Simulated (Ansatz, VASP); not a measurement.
# One calculation of Hf, two programs

POSCAR

```
Hf
1.0
    0.0000000000      2.2200000000      2.2200000000
    2.2200000000      0.0000000000      2.2200000000
    2.2200000000      2.2200000000      0.0000000000
Hf
1
Direct
    0.0000000000      0.0000000000      0.0000000000
```

Contents of INCAR.step1:

```
PREC = Accurate ; ENCUT = 520
ISMEAR = -1 ; SIGMA = 0.05
LREAL = F ; LASPH = T
NELM = 100 ; NBANDS = 11
GGA = PE ; ALGO = Normal
EDIFF = 1E-4 ; LWAVE = T
LCHARG = F
```

INCAR.step2

```
PREC = Accurate ; ENCUT = 520
EDIFF = 1E-6 ; ISMEAR = -1
SIGMA = 0.05 ; LREAL = F
LASPH = T ; NELM = 100
ALGO = Normal ; ISIF = 2
LWAVE = F ; LCHARG = T
METAGGA = R2SCAN ; LMIXTAU = T
LELF = T ; LVHAR = T
NBANDS = 11 ; ISTART = 1
```

The input KPOINTS:

```
Automatic mesh
0
Gamma
  10 10 10
```

input.yaml

```yaml
crystal:
  lattice:
    - [0.0, 2.22, 2.22]
    - [2.22, 0.0, 2.22]
    - [2.22, 2.22, 0.0]
  atoms:
    - { symbol: Hf, position: [0.0, 0.0, 0.0] }
hamiltonian:
  xc: r2scan
  pseudopotentials: { kind: paw }
kpoints:
  mp_grid: { grid: [10, 10, 10] }
scf:
  occupations: { method: fermi_dirac, width: 0.05 }
output:
  forces: true
  stress: true
  eigenvalues: true
```

This isn't the form of Hf at room conditions, which is hcp.

Alike in both runs: task single point; functional r2SCAN; k mesh 10 × 10 × 10; occupations fermi-dirac, width 0.05 eV; no spin polarisation.

|  | VASP | Ansatz |
| --- | --- | --- |
| version | VASP 6.6.1 | Ansatz 0.2.0 |
| potentials or method | VASP PAW PBE potentials, release 64 (Hf_pv) | Ansatz PAW |
| plane-wave cutoff (eV) | 520 | 500 |
| valence electrons in the cell | 10 | 26 |

Ansatz gave:

```
gap on the k mesh at the Fermi level (eV) : none
pressure (GPa)                            : 2.5
```

Q: Which values does VASP return?

A: gap on the k mesh at the Fermi level (eV): none; pressure (GPa): 2.1.

A gap of «none» marks a metal or a gap that the smearing closes. The two sets of potentials don't hold the same shells in valence.

Caveats: the PAW data sets were made with another functional, which shifts forces and pressure a little (VASP); the PAW data sets come from PBE, with cores solved anew for the run's functional, which leaves a small shift of forces and pressure (Ansatz). The runs have no spin-orbit coupling, so splittings on Hf are missing.
